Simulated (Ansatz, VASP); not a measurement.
**Na: VASP beside Ansatz**

File INCAR:

```
  PREC = Accurate
  ENCUT = 520
  EDIFF = 1E-6
  ISMEAR = -1
  SIGMA = 0.08
  LREAL = F
  LASPH = T
  NELM = 60
  ALGO = Normal
  ISIF = 2
  LWAVE = F
  LCHARG = T
  GGA = PS
  LELF = T
  LVHAR = T
  NBANDS = 14
```

KPOINTS

```
regular mesh
0
Gamma
  9 9 9
```

Contents of POSCAR:

```
Na
1.0
    0.0000000000      3.2893508032      3.2893508032
    3.2893508032      0.0000000000      3.2893508032
    3.2893508032      3.2893508032      0.0000000000
Na
2
Direct
   -0.1250000000     -0.1250000000     -0.1250000000
    0.1250000000      0.1250000000      0.1250000000
```

Input for Ansatz:

```yaml
crystal:
  lattice:
    - [0.0, 3.2893508032, 3.2893508032]
    - [3.2893508032, 0.0, 3.2893508032]
    - [3.2893508032, 3.2893508032, 0.0]
  atoms:
    - { symbol: Na, position: [-0.125, -0.125, -0.125] }
    - { symbol: Na, position: [0.125, 0.125, 0.125] }
kpoints:
  mp_grid: { grid: [9, 9, 9] }
scf:
  occupations: { method: fermi_dirac, width: 0.08 }
hamiltonian:
  xc: pbesol
  pseudopotentials: { kind: all_electron, lapw: { basis_error: 0.001 } }
output:
  forces: true
  stress: true
  eigenvalues: true
  populations: true
```

Change from the starting cell: volume scaled by 0.68, LAPW.

Alike in both runs: task single point; functional PBEsol; k mesh 9 × 9 × 9; occupations fermi-dirac, width 0.08 eV; no spin polarisation.

```csv
,VASP,Ansatz
version,VASP 6.6.1,Ansatz 0.2.0
potentials or method,"VASP PAW PBE potentials, release 64 (Na_pv)","all-electron LAPW, scalar-relativistic"
plane-wave cutoff (eV),520,see its input
```

```tsv
	VASP	Ansatz	Ansatz less VASP
pressure (GPa)	2.4	2.4	0.00
```

Ansatz ran all-electron here, so the differences hold the error of VASP's frozen core and of both bases.

Caveats: the PAW data sets were made with another functional, which shifts forces and pressure a little (VASP).
